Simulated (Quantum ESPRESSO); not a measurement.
LiF (Griceite): phonons with LDA

**What was measured.**

A printed reference work, monograph reports, for a bulk crystal of LiF: high-frequency dielectric constant 1.93.

The system is LiF (Griceite).

```
F Li
1.0
     0.00000    2.01400    2.01400
     2.01400    0.00000    2.01400
     2.01400    2.01400    0.00000
F Li
1 1
Direct
  0.50000 0.50000 0.50000
  0.00000 0.00000 0.00000
```

* Program: Quantum ESPRESSO 7.5
* Task: phonons
* Functional: LDA
* Potentials or basis: PseudoDojo 0.4.1 SR LDA standard
* Cutoff: 1143 eV
* Density cutoff: 4572 eV
* k mesh: 6 × 6 × 6, shifted
* Occupations: fermi-dirac, width 0.05 eV
* Spin: no spin polarisation
* Form of the LDA correlation: PW92
* Mixing beta: 0.5
* Most SCF iterations: 120
* SCF threshold: 4e-10 Ry

```yaml
Relaxed_volume: 7.44 Å³/atom
Relaxed_cell: a = 2.761 Å, b = 2.761 Å, c = 2.761 Å, α = 60.00°, β = 60.00°, γ = 60.00°
Space_group_after_relaxing_to_0.05_Å: Fm-3m (No. 225)
Pressure_after_relaxing: 0.0 GPa
Electronic_dielectric_tensor_diagonal: 2.11
Born_charges_mean_of_the_diagonal: F -1.04; Li +1.04 e
Highest_phonon_frequency_at_Γ_LO-TO_splitting_left_out: 343 cm⁻¹
Static_dielectric_tensor_diagonal: 8.12
```

The path:
```csv
step,energy change (eV),largest force (eV/Å),pressure (GPa),volume (Å³)
1,0.0000,0.0000,-6.66,16.34
2,-0.0193,0.0000,-4.53,15.79
3,-0.0325,0.0000,-0.60,14.99
4,-0.0327,0.0000,0.06,14.87
5,-0.0327,0.0000,0.00,14.89
```

Final structure:
```xyz
2
Lattice="0.0000 1.9524 1.9524 1.9524 0.0000 1.9524 1.9524 1.9524 0.0000" Properties=species:S:1:pos:R:3 pbc="T T T"
F     1.9524    1.9524    1.9524
Li    0.0000    0.0000    0.0000
```

Levels at points of the mesh, in eV from the valence-band top:
| k point | band 3 | band 4 | band 5 | band 6 | band 7 | band 8 |
| --- | --- | --- | --- | --- | --- | --- |
| (0.08, 0.08, 0.08) | -0.21 | 0.00 | 0.00 | 9.97 | 22.31 | 23.61 |

Phonon frequencies in cm⁻¹ (negative: imaginary):
| q point | frequencies |
| --- | --- |
| (0.000, 0.000, 0.000) | -1 -1 -1 343 343 343 |

Electronic dielectric tensor:
```
2.11 0.00 0.00
0.00 2.11 0.00
0.00 0.00 2.11
```

Born effective charge tensors (e):
atom 1, F
```
-1.04  0.00  0.00
 0.00 -1.04  0.00
 0.00  0.00 -1.04
```
atom 2, Li
```
1.04 0.00 0.00
0.00 1.04 0.00
0.00 0.00 1.04
```

Optical modes at Γ, degenerate ones joined, polar ones without the macroscopic field:
```
cm⁻¹  components  symmetry  active in  IR intensity, summed ((D/Å)²/amu)
 343           3       T1u         IR                              14.78
```

Zone-centre frequencies without and with the macroscopic field along z (cm⁻¹):
|  | optical modes in rising order |
| --- | --- |
| without | 343 343 343 |
| with the field | 343 343 672 |

Static dielectric tensor, electrons and zone-centre modes:
```
8.12 0.00 0.00
0.00 8.12 0.00
0.00 0.00 8.12
```

It took 37 s on 4 MPI ranks on Arm Neoverse N1, on a shared host, peak memory 0.24 GiB a rank.

Measured high-frequency dielectric constant of LiF: 1.93 (a printed reference work, monograph). This calculation gives 2.11 (+9.5 %).
